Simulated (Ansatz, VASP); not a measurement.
# Au: VASP beside Ansatz

```
Au
1.0
     0.00000    1.81417    1.81417
     1.81417    0.00000    1.81417
     1.81417    1.81417    0.00000
Au
1
Direct
  0.00000 0.00000 0.00000
```

Change from the starting cell: volume scaled by 0.72, LAPW.

Alike in both runs: task single point; functional LDA; k mesh 18 × 18 × 18; occupations fermi-dirac, width 0.08 eV; no spin polarisation.

```csv
,VASP,Ansatz
version,VASP 6.6.1,Ansatz 0.2.0
potentials or method,"VASP PAW LDA potentials, release 64 (Au), cutoff 520 eV","all-electron LAPW, scalar-relativistic"
```

Ansatz gave:

| Item | Value |
| --- | --- |
| pressure (GPa) | 157.9 |

Task: What did VASP give for the same quantities?

Result: Pressure (GPa): 160.7.

Ansatz ran all-electron here, so the differences hold the error of VASP's frozen core and of both bases.

Caveats: the cell as given lies far from equilibrium; so large a pressure means that the cell lies far from this level's equilibrium, or that cutoff or potentials fall short (VASP). The runs have no spin-orbit coupling, so splittings on Au are missing.
